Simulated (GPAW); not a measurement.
# Pb (P6_3/mmc) in GPAW: convergence with smearing function

Aim: find how far smearing function must go before the results for Pb settle, at PBE. This setting moves, with any that are tied to it; all else stays.

All numbers are computed with GPAW 26.7.0; they aren't measurements. Logs are shortened: lines on timing, memory, paths and dates and some standing lists are left out, and cuts for length are marked. The log counts tension as positive stress, the text compression.

## Step 1: Starting point

Symmetry: P6_3/mmc, No. 194, hexagonal system. The conventional cell has a = 3.480 Å, b = 3.480 Å, c = 5.590 Å, α = 90.00°, β = 90.00°, γ = 120.00°. Around Pb (site symmetry -6m2) lie 12 Pb at 3.44 to 3.48 Å.

This isn't the form of Pb at room conditions, which is fcc.

## Step 2: With smearing function fermi-dirac

File run.py:

```python
from ase.dft.bandgap import bandgap
from ase.io import read, write
from ase.units import GPa
from gpaw import GPAW, PW

atoms = read('Pb.xyz')

calc = GPAW(mode=PW(600),
            xc='PBE',
            kpts={'size': (7, 7, 4), 'gamma': True},
            occupations={'name': 'fermi-dirac', 'width': 0.1},
            nbands=24,
            convergence={'density': 1e-05, 'energy': 1e-05},
            maxiter=100,
            txt='gpaw.txt')
atoms.calc = calc
energy = atoms.get_potential_energy()
forces = atoms.get_forces()
stress = atoms.get_stress()
calc.write('gs.gpw')
write('result.traj', atoms)
print(f'Energy: {energy:.6f} eV')
print('Forces (eV/A):')
print(forces.round(4))
print('Stress (GPa):', (stress / GPa).round(3))
print('Fermi level:', round(calc.get_fermi_level(), 4), 'eV')
print(f'Gap: {bandgap(calc)[0]:.4f} eV, direct: {bandgap(calc, direct=True)[0]:.4f} eV')
```

File Pb.xyz:

```xyz
2
Lattice="3.4800000000 0.0000000000 0.0000000000 -1.7400000000 3.0137684052 0.0000000000 0.0000000000 0.0000000000 5.5900000000" Properties=species:S:1:pos:R:3 pbc="T T T"
Pb     1.7400000002      1.0045894683      4.1925000000
Pb    -0.0000000002      2.0091789369      1.3975000000
```

Potentials or basis: GPAW PAW data sets (gpaw-data 1.2.1), pw.

On the command line:

```sh
> OMP_NUM_THREADS=1 python run.py
```

gpaw.txt:

```text
__  _  _
 | _ |_)|_||  |
 |__||  | ||/\| - 26.7.0

Input parameters:
  mode=PW(ecut=600.0),
  convergence={'density': 1e-05, 'energy': 1e-05},
  kpts=MonkhorstPack(size=(7, 7, 4), gamma=True),
  maxiter=100,
  nbands=24,
  occupations=Occupations(name='fermi-dirac', width=0.1),
  xc=XC(name='PBE')

Diagonalizing LCAO Hamiltonian
Converting LCAO to pw mode

           Pb

        Pb

Atoms  # Å, Bohr magnetons
|   | symbol |         x |        y |        z |    initial magnetic moments |
|---|--------|-----------|----------|----------|-----------------------------|
| 0 |     Pb |  1.740000 | 1.004589 | 4.192500 | ( 0.0000,  0.0000,  0.0000) |
| 1 |     Pb | -0.000000 | 2.009179 | 1.397500 | ( 0.0000,  0.0000,  0.0000) |

Unit cell  # Å
| periodic |         x |        y |        z |  lengths |     angles |
|----------|-----------|----------|----------|----------|------------|
|      yes |  3.480000 | 0.000000 | 0.000000 | 3.480000 |  90.000000 |
|      yes | -1.740000 | 3.013768 | 0.000000 | 3.480000 |  90.000000 |
|      yes |  0.000000 | 0.000000 | 5.590000 | 5.590000 | 120.000000 |

Number of symmetries: 12
Symmetry operations  # r_c * U_cc + t_c -> r_c
|    | kind |            matrix            |
|----|------|------------------------------|
|  0 |  σ   |  1, 1, 0,  0,-1, 0,  0, 0, 1 |
|  1 |  S6  |  1, 1, 0, -1, 0, 0,  0, 0,-1 |
|  2 |  E   |  1, 0, 0,  0, 1, 0,  0, 0, 1 |
|  3 |  C2  |  1, 0, 0, -1,-1, 0,  0, 0,-1 |
|  4 |  C2  |  0, 1, 0,  1, 0, 0,  0, 0,-1 |
|  5 |  C3  |  0, 1, 0, -1,-1, 0,  0, 0, 1 |
|  6 |  S6  |  0,-1, 0,  1, 1, 0,  0, 0,-1 |
|  7 |  σ   |  0,-1, 0, -1, 0, 0,  0, 0, 1 |
|  8 |  σ   | -1, 0, 0,  1, 1, 0,  0, 0, 1 |
|  9 |  i   | -1, 0, 0,  0,-1, 0,  0, 0,-1 |
| 10 |  C3  | -1,-1, 0,  1, 0, 0,  0, 0, 1 |
| 11 |  C2  | -1,-1, 0,  0, 1, 0,  0, 0,-1 |

BZ-sampling:
  Number of BZ points: 196
  Number of IBZ points: 28

  Monkhorst-Pack size: [7, 7, 4]
  Monkhorst-Pack shift: [0.0, 0.0, 0.125]

K-points  # in reciprocal-cell coordinates
|     |                                coordinates |     weight |
|-----|--------------------------------------------|------------|
|   0 | (  0.00000000,   0.00000000,   0.00000000) | 0.00510204 |
|   1 | (  0.00000000,   0.00000000,   0.25000000) | 0.01020408 |
|   2 | (  0.00000000,   0.00000000,   0.50000000) | 0.00510204 |
|   3 | (  0.14285714,   0.00000000,  -0.25000000) | 0.03061224 |
|   4 | (  0.14285714,   0.00000000,   0.00000000) | 0.03061224 |
|   5 | (  0.14285714,   0.00000000,   0.25000000) | 0.03061224 |
|   6 | (  0.14285714,   0.00000000,   0.50000000) | 0.03061224 |
|   7 | (  0.28571429,  -0.14285714,   0.00000000) | 0.03061224 |
|   8 | (  0.28571429,  -0.14285714,   0.25000000) | 0.06122449 |
|   9 | (  0.28571429,  -0.14285714,   0.50000000) | 0.03061224 |
| ... |                                            |            |
|  27 | (  0.42857143,   0.42857143,   0.50000000) | 0.03061224 |

Plane wave coefficients: 1972
Cutoff: 600.0 eV

Spin-components: 1 (collinear spins)
Bands:           24
Projectors:      12
Spin-degeneracy: 2
Datatype:        complex128

Parallelization:
  kpt:    1
  domain: 1
  band:   1

Density:
  Valence electrons: 28.0
  Components: 1
  Grid points: [20 20 32]
  Charge: 0.0  # |e|

Potential:
  Grid points: [20 20 32]

species:
  Pb:
    name:    Lead
    Z:       82.0
    valence: 14
    core:    68
    charge:  0.0  # [|e|]
    compensation charges:
      type: gauss
      rc: 0.38  # [Å]
      lmax: 2
    cutoffs:
      filter: 2.36  # [Å]
      core: 2.43  # [Å]
    projectors
    | kind |    occ | energy [eV] | rcut [Å] |
    |------|--------|-------------|----------|
    |   6s |  2.000 |     -11.969 |    1.259 |
    |   6p |  2.000 |      -3.506 |    1.275 |
    |   5d | 10.000 |     -21.211 |    1.217 |
    |    s |        |      15.243 |    1.259 |
    |    p |        |      23.705 |    1.275 |
    |    d |        |       6.001 |    1.217 |

    Using partial waves for Pb as LCAO basis

Reference energy: -1134548.926728  # eV

eigensolver:
  PPCG
  Converge bands: occupied
  niter=2

density mixing:
  MSR1-Mixer
  Pratt-step length: 0.05
  Maximum mixing coefficient: 0.75
  Old densities: 10
  SVD Regularization: 0.005
  Good broyden scale: 1.0
  Trust region scale: 1.0
  Backstep threshold: 4.0
  History deletion threshold: 6.0
  Fourier metric: weight=20.0, sigma=0.015

occupation numbers:
  Fermi-Dirac:
    width: 0.1000  # eV

poisson solver:
  ecut: 4800.0  # eV

xc functional:
  name: PBE with 2 nearest neighbor stencil

convergence criteria:
- Maximum integral of absolute [dens]ity change: 1e-05 electrons / valence electron
- Maximum [total energy] change in last 3 cyles: 1e-05 eV / valence electron
- Maximum integral of absolute [eigenst]ate change: 4e-08 eV^2 / valence electron
maximum number of iterations: 100

SCF iterations
|iter     | |      energy | eigst |  dens |
|---------|-|-------------|-------|-------|
|iter:   1| |   -7.576651 | -0.10 |       |
|iter:   2| |   -7.577321 | -2.11 | -1.77 |
|iter:   3| |   -7.549109 | -2.43 | -1.81 |
|iter:   4| |   -7.548973 | -3.33 | -2.30 |
|iter:   5| |   -7.549215c| -4.16 | -2.70 |
|iter:   6| |   -7.549221c| -6.05 | -3.80 |
|iter:   7| |   -7.549223c| -6.65 | -4.25 |
|iter:   8| |   -7.549223c| -7.52c| -4.91 |
|iter:   9| |   -7.549223c| -7.91c| -5.27c|

Converged in 9 steps
Energy contributions relative to reference atoms: (reference = -1134548.926728)

Energy contributions:
  Kinetic:          20.072606
  Coulomb:         -19.421624
  Zero:              0.014329
  External:          0.000000
  Xc:               -8.195566
  Entropy:          -0.037936
  Spinorbit:         0.000000
  ----------------------------
  Free energy:      -7.568191
  Extrapolated:     -7.549223

dipole moment: (0.000003, 0.000004, 0.000008)  # |e|*Ang

Fermi level: 8.121
Eigenvalues  # (at kpt = [0.000, 0.000, 0.000])
| band index |      eig [eV] | occ [0-2] |
|------------|---------------|-----------|
|          0 |        -9.124 |     2.000 |
|        ... |               |           |
|          5 |        -9.034 |     2.000 |
|          6 |        -8.996 |     2.000 |
|          7 |        -8.996 |     2.000 |
|          8 |        -8.799 |     2.000 |
|          9 |        -8.799 |     2.000 |
|         10 |        -3.920 |     2.000 |
[... 8 lines left out ...]
|         19 |        17.100 |     0.000 |
|         20 |        19.601 |     0.000 |
|        ... |               |           |
|         23 |        20.842 |     0.000 |

No gap
No difference between direct/indirect transitions

Forces  # eV/Ang
|        x |       y |        z |
|----------|---------|----------|
|  0.00000 | 0.00000 |  0.00002 |  # Pb   0
| -0.00000 | 0.00000 | -0.00002 |  # Pb   1

Stress tensor  # eV/Ang^3
|         x |         y |         z |
|-----------|-----------|-----------|
| -0.023334 | -0.000000 |  0.000000 |
| -0.000000 | -0.023334 |  0.000000 |
|  0.000000 |  0.000000 | -0.020869 |

# Writing to gs.gpw (mode='')
```

stdout:

```text
Energy: -7.549223 eV
Forces (eV/A):
[[ 0.  0.  0.]
 [-0.  0. -0.]]
Stress (GPa): [-3.738 -3.738 -3.344  0.     0.    -0.   ]
Fermi level: 8.1215 eV
Gap: 0.0000 eV, direct: 0.0000 eV
```

It took 17 s on 1 thread of Arm Neoverse V1, shared host; peak memory 0.16 GiB.

What came out:

- Free energy: -7.5682 eV
- Pressure: 3.6 GPa
- Band gap on the k mesh: none (metal or under the smearing width)

## Step 3: With smearing function gaussian

Changes to run.py since step 2:

```diff
@@ -10,3 +10,3 @@
             kpts={'size': (7, 7, 4), 'gamma': True},
-            occupations={'name': 'fermi-dirac', 'width': 0.1},
+            occupations={'name': 'methfessel-paxton', 'order': 0, 'width': 0.1},
             nbands=24,
```

Pb.xyz is that of step 2.

Potentials or basis: GPAW PAW data sets (gpaw-data 1.2.1), pw.

On the command line:

```sh
> OMP_NUM_THREADS=1 python run.py
```

It took 15 s on 1 thread of Arm Neoverse V1, shared host; peak memory 0.16 GiB.

Results (log left out):

| Item | Value |
| --- | --- |
| Free energy | -7.5535 eV |
| Pressure | 3.5 GPa |
| Band gap on the k mesh | none (metal or under the smearing width) |

## Step 4: With smearing function marzari-vanderbilt

Changes to run.py since step 3:

```diff
@@ -10,3 +10,3 @@
             kpts={'size': (7, 7, 4), 'gamma': True},
-            occupations={'name': 'methfessel-paxton', 'order': 0, 'width': 0.1},
+            occupations={'name': 'marzari-vanderbilt', 'width': 0.1},
             nbands=24,
```

Pb.xyz is that of step 3.

On the command line:

```sh
> OMP_NUM_THREADS=1 python run.py
```

It took 15 s on 1 thread of Arm Neoverse V1, shared host; peak memory 0.16 GiB.

It converged, with:

```yaml
Free_energy: -7.5504 eV
Pressure: 3.5 GPa
Band_gap_on_the_k_mesh: none (metal or under the smearing width)
```

## Step 5: With smearing function methfessel-paxton

Changes to run.py since step 4:

```diff
@@ -10,3 +10,3 @@
             kpts={'size': (7, 7, 4), 'gamma': True},
-            occupations={'name': 'marzari-vanderbilt', 'width': 0.1},
+            occupations={'name': 'methfessel-paxton', 'width': 0.1, 'order': 1},
             nbands=24,
```

Pb.xyz is that of step 4.

On the command line:

```sh
> OMP_NUM_THREADS=1 python run.py
```

Run time: 15 s. Hardware: 1 thread of Arm Neoverse V1, shared host; peak memory 0.16 GiB.

The run converged. Its results:

```yaml
Free_energy: -7.5518 eV
Pressure: 3.5 GPa
Band_gap_on_the_k_mesh: none (metal or under the smearing width)
```

## Step 6: With smearing function tetrahedron-method

Changes to run.py since step 5:

```diff
@@ -10,3 +10,3 @@
             kpts={'size': (7, 7, 4), 'gamma': True},
-            occupations={'name': 'methfessel-paxton', 'width': 0.1, 'order': 1},
+            occupations={'name': 'tetrahedron-method'},
             nbands=24,
```

Pb.xyz is that of step 5.

Potentials or basis: GPAW PAW data sets (gpaw-data 1.2.1), pw.

On the command line:

```sh
> OMP_NUM_THREADS=1 python run.py
```

Run time: 2.8 min. Hardware: 1 thread of Arm Neoverse V1, shared host; peak memory 0.17 GiB.

The calculation stopped without meeting its thresholds.

## Step 7: With smearing function improved-tetrahedron-method

Changes to run.py since step 6:

```diff
@@ -10,3 +10,3 @@
             kpts={'size': (7, 7, 4), 'gamma': True},
-            occupations={'name': 'tetrahedron-method'},
+            occupations={'name': 'improved-tetrahedron-method'},
             nbands=24,
```

Pb.xyz is that of step 6.

On the command line:

```sh
> OMP_NUM_THREADS=1 python run.py
```

Wall time 2.8 min (1 thread of Arm Neoverse V1, shared host); peak memory 0.17 GiB.

The run did not converge.

## Step 8: Result

| smearing function | energy less the tightest run, at zero smearing (meV/atom) | pressure (GPa) | SCF cycles | CPU time (s) | peak memory (GiB) |
| --- | --- | --- | --- | --- | --- |
| fermi-dirac | 1.41 | 3.61 | 9 | 17 | 0.16 |
| gaussian | -0.11 | 3.51 | 8 | 15 | 0.16 |
| marzari-vanderbilt | 0.82 | 3.51 | 8 | 15 | 0.16 |
| methfessel-paxton | 0.00 | 3.51 | 8 | 15 | 0.16 |
| tetrahedron-method | not converged | - | - | - | - |
| improved-tetrahedron-method | not converged | - | - | - | - |

Against the tightest run, the energy stays within 1 meV/atom from gaussian on; the pressure stays within 0.1 GPa from fermi-dirac on. Narrower smearing needs a denser k mesh, so at a fixed mesh the narrowest width isn't the most accurate. The tightest run that finished is the yardstick and may itself not be fully converged.

Caveats: this smearing can pin the Fermi level at a band edge.
